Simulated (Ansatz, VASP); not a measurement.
# Two plane-wave programs on NaCl

```xyz
4
Lattice="4.7211 0.0000 0.0000 -2.3605 4.0886 0.0000 0.0000 0.0000 5.5695" Properties=species:S:1:pos:R:3 pbc="T T T"
Na    0.0000    2.7257   -0.3481
Na    2.3605    1.3629    2.4367
Cl    0.0000    2.7257    2.4366
Cl    2.3605    1.3629    5.2214
```

The cell was built by a generator and needn't be a form met in nature.

Alike in both runs: task single point; functional HSE06; k mesh 6 × 6 × 2; no spin polarisation.

|  | VASP | Ansatz |
| --- | --- | --- |
| version | VASP 6.6.1 | Ansatz 0.2.0 |
| potentials or method | VASP PAW PBE potentials, release 64 (Na_pv, Cl) | plane waves, PAW |
| plane-wave cutoff (eV) | 520 | 420 |
| occupations | gaussian, width 0.01 eV | fixed |
| valence electrons in the cell | 28 | 32 |

|  | VASP | Ansatz | Ansatz less VASP |
| --- | --- | --- | --- |
| gap on the k mesh at the Fermi level (eV) | 6.13 | 6.13 | +0.007 |
| pressure (GPa) | 0.5 | 0.4 | -0.03 |
| largest component of the traceless stress (GPa) | 0.07 | 0.09 | +0.026 |

The two sets of potentials don't hold the same shells in valence. Ansatz warned: «stress_exchange_threshold_loose».

Caveats: the k mesh is coarse (spacing up to 0.56 Å⁻¹), so the values aren't converged, least of all with exact exchange; the PAW data sets were made with another functional, which shifts forces and pressure a little (VASP).
